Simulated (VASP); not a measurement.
# Co (P6_3/mmc) in VASP: settings compared

One crystal, Co, is run at these levels: PBE+D3(BJ), PBEsol; tasks: relaxation of cell and atoms, single point.

Program: VASP 6.6.1. These are calculated values, not measurements. Logs are shortened: lines on timing, memory, paths and dates and some standing lists are left out, and cuts for length are marked.

### Step 1. Starting point

Symmetry: P6_3/mmc, No. 194, hexagonal system. Conventional cell: a = 2.507 Å, b = 2.507 Å, c = 4.070 Å, α = 90.00°, β = 90.00°, γ = 120.00°. Co (site symmetry -6m2) has 12 Co at 2.50 to 2.51 Å as nearest neighbours.

### Step 2. Relaxation of cell and atoms, PBE+D3(BJ), collinear spin, ferromagnetic start

Input file INCAR:

```
  ALGO = Fast
  EDIFF = 1E-7
  EDIFFG = -0.005
  ENCUT = 600
  GGA = PE
  IBRION = 2
  ISIF = 3
  ISMEAR = 0
  ISPIN = 2
  IVDW = 12
  LASPH = True
  LCHARG = False
  LMAXMIX = 4
  LORBIT = 11
  LREAL = False
  LWAVE = False
  MAGMOM = 2 2
  NELM = 150
  NSW = 90
  PREC = Accurate
  SIGMA = 0.1
```

Input file KPOINTS:

```
k-points
0
Gamma
  21 21 10
```

Input file POSCAR:

```
Co
1.0
    2.5070000000      0.0000000000      0.0000000000
   -1.2535000000      2.1711256900      0.0000000000
    0.0000000000      0.0000000000      4.0700000000
Co
2
Direct
    0.3333333300      0.6666666700      0.2500000000
    0.6666666700      0.3333333300      0.7500000000
```

Potentials or basis: VASP PAW PBE potentials, release 64 (Co).

On the command line:

```console
$ cat potpaw_PBE.64/Co/POTCAR > POTCAR
$ mpirun -np 1 vasp_std > vasp.out
```

OUTCAR:

```text
EDIFF = 1E-7
   EDIFFG = -0.005
   ENCUT = 600
   GGA = PE
   IBRION = 2
   ISIF = 3
   ISMEAR = 0
   ISPIN = 2
   IVDW = 12
   LASPH = True
   LORBIT = 11
   LREAL = False
   NELM = 150
   NSW = 90
   PREC = Accurate
 IVDW          = 12

 ion  position               nearest neighbor table
   1  0.333  0.667  0.250-   2 2.50   2 2.50   2 2.50   2 2.50   2 2.50   2 2.50
   2  0.667  0.333  0.750-   1 2.50   1 2.50   1 2.50   1 2.50   1 2.50   1 2.50

  LATTYP: Found a hexagonal cell.
 ALAT       =     2.5070000000
 C/A-ratio  =     1.6234543279

  Lattice vectors:

 A1 = (   2.5070000000,   0.0000000000,   0.0000000000)
 A2 = (  -1.2535000000,   2.1711256900,   0.0000000000)
 A3 = (   0.0000000000,   0.0000000000,   4.0700000000)

Analysis of symmetry for initial positions (statically):
=====================================================================
 Subroutine PRICEL returns:
 Original cell was already a primitive cell.

 Routine SETGRP: Setting up the symmetry group for a
 hexagonal supercell.

 Subroutine GETGRP returns: Found 24 space group operations
 (whereof 12 operations were pure point group operations)
 out of a pool of 24 trial point group operations.

The static configuration has the point symmetry D_3d.
 The point group associated with its full space group is D_6h.

Analysis of symmetry for dynamics (positions and initial velocities):
=====================================================================
 Subroutine PRICEL returns:
 Original cell was already a primitive cell.

 Routine SETGRP: Setting up the symmetry group for a
 hexagonal supercell.

 Subroutine GETGRP returns: Found 24 space group operations
 (whereof 12 operations were pure point group operations)
 out of a pool of 24 trial point group operations.

The dynamic configuration has the point symmetry D_3d.
 The point group associated with its full space group is D_6h.

Analysis of structural, dynamic, and magnetic symmetry:
=====================================================================
 Subroutine PRICEL returns:
 Original cell was already a primitive cell.

 Routine SETGRP: Setting up the symmetry group for a
 hexagonal supercell.

 Subroutine GETGRP returns: Found 24 space group operations
 (whereof 12 operations were pure point group operations)
 out of a pool of 24 trial point group operations.

The overall configuration has the point symmetry D_3d.
 The point group associated with its full space group is D_6h.

 Subroutine INISYM returns: Found 24 space group operations
 (whereof 12 operations are pure point group operations),
 and found     1 'primitive' translations

----------------------------------------------------------------------------------------

                                     Primitive cell

  volume of cell :      22.1531

  direct lattice vectors                    reciprocal lattice vectors
     2.507000000  0.000000000  0.000000000     0.398883127  0.230295281  0.000000000
    -1.253500000  2.171125690  0.000000000     0.000000000  0.460590561  0.000000000
     0.000000000  0.000000000  4.070000000     0.000000000  0.000000000  0.245700246

  length of vectors
     2.507000000  2.507000002  4.070000000     0.460590562  0.460590561  0.245700246

  position of ions in fractional coordinates (direct lattice)
     0.333333330  0.666666670  0.250000000
     0.666666670  0.333333330  0.750000000

  ion indices of the primitive-cell ions
   primitive index   ion index
                 1           1
                 2           2

----------------------------------------------------------------------------------------

 KPOINTS: k-points

Automatic generation of k-mesh.
 Grid dimensions read from file:
 generate k-points for:   21   21   10

 Generating k-lattice:

  Cartesian coordinates                     Fractional coordinates (reciprocal lattice)
     0.018994435  0.010966442  0.000000000     0.047619048  0.000000000  0.000000000
     0.000000000  0.021932884  0.000000000     0.000000000  0.047619048  0.000000000
     0.000000000  0.000000000  0.024570025     0.000000000  0.000000000  0.100000000

  Length of vectors
     0.021932884  0.021932884  0.024570025

  Shift w.r.t. Gamma in fractional coordinates (k-lattice)
     0.000000000  0.000000000  0.000000000

 Subroutine IBZKPT returns following result:
 ===========================================

 Found    288 irreducible k-points:

 Following reciprocal coordinates:
            Coordinates               Weight
  0.000000  0.000000  0.000000      1.000000
  0.047619  0.000000  0.000000      6.000000
  0.095238  0.000000  0.000000      6.000000
  0.142857  0.000000  0.000000      6.000000
  0.190476  0.000000  0.000000      6.000000
  0.238095  0.000000  0.000000      6.000000
[... 16 lines left out ...]
  0.142857  0.095238  0.000000     12.000000
  0.190476  0.095238  0.000000     12.000000
 [... further k-points ...]
   k-points           NKPTS =    288   k-points in BZ     NKDIM =    288   number of bands    NBANDS=     15
   number of dos      NEDOS =    301   number of ions     NIONS =      2
   total plane-waves  NPLWV =  14400
   dimension x,y,z NGX =    20 NGY =   20 NGZ =   36
   dimension x,y,z NGXF=    40 NGYF=   40 NGZF=   72
   ions per type =               2
   NGX,Y,Z   is equivalent  to a cutoff of  13.26, 13.26, 14.70 a.u.
   NGXF,Y,Z  is equivalent  to a cutoff of  26.53, 26.53, 29.41 a.u.
 SYSTEM =  unknown system
   PREC   = accura    normal or accurate (medium, high low for compatibility)
   ISTART =      0    job   : 0-new  1-cont  2-samecut
   ICHARG =      2    charge: 1-file 2-atom 10-const
   ISPIN  =      2    spin polarized calculation?
   LNONCOLLINEAR =      F non collinear calculations
   LSORBIT =      F    spin-orbit coupling
   LASPH  =      T    aspherical Exc in radial PAW
   ENCUT  =  600.0 eV  44.10 Ry    6.64 a.u.   5.01  5.01  8.13*2*pi/ulx,y,z
   NELM   =    150;   NELMIN=  2; NELMDL= -5     # of ELM steps
   EDIFF  = 0.1E-06   stopping-criterion for ELM
   LREAL  =      F    real-space projection
   EDIFFG = -.5E-02   stopping-criterion for IOM
   NSW    =     90    number of steps for IOM
   IBRION =      2    ionic relax: 0-MD 1-quasi-New 2-CG
   NFREE  =      1    steps in history (QN), initial steepest desc. (CG)
   ISIF   =      3    stress and relaxation
   ISYM   =      2    0-nonsym 1-usesym 2-fastsym
   POTIM  = 0.5000    time-step for ionic-motion
   TEBEG  =    0.0;   TEEND  =   0.0 temperature during run
   PSTRESS=    0.0 pullay stress
   NELECT =      18.0000    total number of electrons
   NUPDOWN=      -1.0000    fix difference up-down
   EMIN   =  10.00;   EMAX   =-10.00  energy-range for DOS
   EFERMI =   0.00;   METHOD = LEGACY
   ISMEAR =     0;   SIGMA  =   0.10  broadening in eV -4-tet -1-fermi 0-gaus
   EFERMI_NEDOS =   21; number of points for ismear=-14 and -15
   IALGO  =     68    algorithm
   IMIX   =      4    mixing-type and parameters
     AMIX     =   0.40;   BMIX     =  1.00
     AMIX_MAG =   1.60;   BMIX_MAG =  1.00
  volume/ion in A,a.u.               =      11.08        74.75
  Fermi-wavevector in a.u.,A,eV,Ry     =   1.527640  2.886822 31.751709  2.333685
  Thomas-Fermi vector in A             =   2.635509
   LORBIT       =     11    0 simple, 1 ext, 2 COOP (PROOUT), +10 PAW based schemes
   GGA     = PE    functional components
   LHFCALC =     F    Hartree Fock is set to
   AEXX    =    0.0000 exact exchange contribution
   IVDW    =    12    specifies the selected vdW correction
   LEPSILON=     F    determine dielectric tensor
   LRPA    =     F    only Hartree local field effects (RPA)
 conjugate gradient relaxation of ions
 spin polarized calculation
 RMM-DIIS sequential band-by-band and
 Gauss-broadening in eV      SIGMA  =   0.10
  energy-cutoff  :      600.00
  volume of cell :       22.15
 maximum number of plane-waves:       768
 NGX is ok and might be reduce to    20
   NGX =  9   NGY =  9   NGZ = 17

--------------------------------------- Ionic step        1  -------------------------------------------

 number of electron      17.9999999 magnetization       3.2478144

 Free energy of the ion-electron system (eV)
  ---------------------------------------------------
  ext. energy  EPLUGINS =         0.00000000
  ---------------------------------------------------
  free energy    TOTEN  =       -14.06613082 eV

  energy without entropy =      -14.05685462  energy(sigma->0) =      -14.06149272

 E-fermi :   9.9597     XC(G=0): -13.2828

 val. band max:        9.9541830886   @ k =   0.2381   0.1905   0.1000
 cond. band min:       9.9632613035   @ k =   0.3333   0.0952   0.3000
 fundamental gap:      0.0090782148
 Fermi energy:         9.9597414104

 spin component 1

 k-point     1 :       0.0000    0.0000    0.0000
  band No.  band energies     occupation
      1       1.1811      1.00000
      2       4.9267      1.00000
      3       7.3590      1.00000
      4       7.4003      1.00000
      5       7.4003      1.00000
      6       7.6963      1.00000
      7       7.6963      1.00000
      8       8.0398      1.00000
      9       8.0398      1.00000
     10       9.0891      1.00000
     11       9.0891      1.00000
     12       9.8648      0.91027
     13      16.0780      0.00000
     14      31.8374      0.00000
     15      34.3473      0.00000
[... 1127 lines left out ...]
  energy  without entropy=      -14.9155745296  energy(sigma->0) =      -14.91993021

--------------------------------------- Ionic step        8  -------------------------------------------

 number of electron      17.9999997 magnetization       3.1353152

 Free energy of the ion-electron system (eV)
  ---------------------------------------------------
  ext. energy  EPLUGINS =         0.00000000
  ---------------------------------------------------
  free energy    TOTEN  =       -14.06081800 eV

  energy without entropy =      -14.05212210  energy(sigma->0) =      -14.05647005

 E-fermi :  10.7341     XC(G=0): -13.6041

 val. band max:       10.7331581819   @ k =   0.1905   0.1429   0.2000
 cond. band min:      10.7360835264   @ k =   0.2381   0.0000   0.1000
 fundamental gap:      0.0029253445
 Fermi energy:        10.7340960902

 spin component 1

 k-point     1 :       0.0000    0.0000    0.0000
  band No.  band energies     occupation
      1       1.6385      1.00000
      2       5.4612      1.00000
      3       8.0975      1.00000
      4       8.1147      1.00000
      5       8.1147      1.00000
      6       8.4457      1.00000
      7       8.4457      1.00000
      8       8.8067      1.00000
      9       8.8067      1.00000
     10       9.9679      1.00000
     11       9.9679      1.00000
     12      10.6641      0.83906
     13      17.4219      0.00000
     14      32.9991      0.00000
     15      35.8997      0.00000
[... 883 lines left out ...]
  FREE ENERGIE OF THE ION-ELECTRON SYSTEM (eV)
  ---------------------------------------------------
  free  energy   TOTEN  =       -14.9242928394 eV

  energy  without entropy=      -14.9155969388  energy(sigma->0) =      -14.91994489

 reached required accuracy - stopping structural energy minimisation

 total charge

# of ion       s       p       d       tot
------------------------------------------
    1        0.503   0.551   7.288   8.341
    2        0.503   0.551   7.288   8.341
--------------------------------------------------
tot          1.005   1.102  14.575  16.683

 magnetization (x)

# of ion       s       p       d       tot
------------------------------------------
    1       -0.016  -0.056   1.654   1.582
    2       -0.016  -0.056   1.654   1.582
--------------------------------------------------
tot         -0.032  -0.112   3.307   3.163
```

Wall time 7 min (1 thread of Intel Xeon 6975P-C (Granite Rapids), shared host); peak memory 0.32 GiB.

Results:

- Free energy: -14.9243 eV
- Relaxed volume: 10.49 Å³/atom
- Relaxed cell: a = 2.466 Å, b = 2.466 Å, c = 3.984 Å, α = 90.00°, β = 90.00°, γ = 120.00°
- Space group after relaxing (to 0.05 Å): P6_3/mmc (No. 194)
- Energy gained by relaxing: 21.0 meV/atom
- Ionic steps: 8
- Pressure after relaxing: 0.0 GPa
- Band gap on the k mesh: none (metal or under the smearing width)
- Net moment: 3.14 μB per cell
- Site moments: Co +1.58 μB
- Valence electrons inside the program's atomic spheres: Co 8.34
- Dispersion energy per atom: -0.432 eV

Step by step:
| step | energy change (eV) | largest force (eV/Å) | pressure (GPa) | volume (Å³) |
| --- | --- | --- | --- | --- |
| 1 | 0.0000 | 0.0000 | -10.76 | 22.15 |
| 2 | 0.0065 | 0.0000 | 14.72 | 19.85 |
| 3 | -0.0420 | 0.0000 | -0.14 | 20.99 |
| 4 | -0.0420 | 0.0000 | 0.13 | 20.97 |
| 5 | -0.0421 | 0.0000 | 0.17 | 20.97 |
| 6 | -0.0421 | 0.0000 | 0.14 | 20.97 |
| 7 | -0.0421 | 0.0000 | -0.14 | 20.99 |
| 8 | -0.0421 | 0.0000 | -0.01 | 20.98 |

Final structure:
```xyz
2
Lattice="2.4656 0.0000 0.0000 -1.2328 2.1353 0.0000 0.0000 0.0000 3.9843" Properties=species:S:1:pos:R:3 pbc="T T T"
Co    0.0000    1.4235    0.9961
Co    1.2328    0.7118    2.9882
```

Caveat: pairwise dispersion overbinds metals, which lowers pressure and volume.

(Part 1 of 3 ends here.)
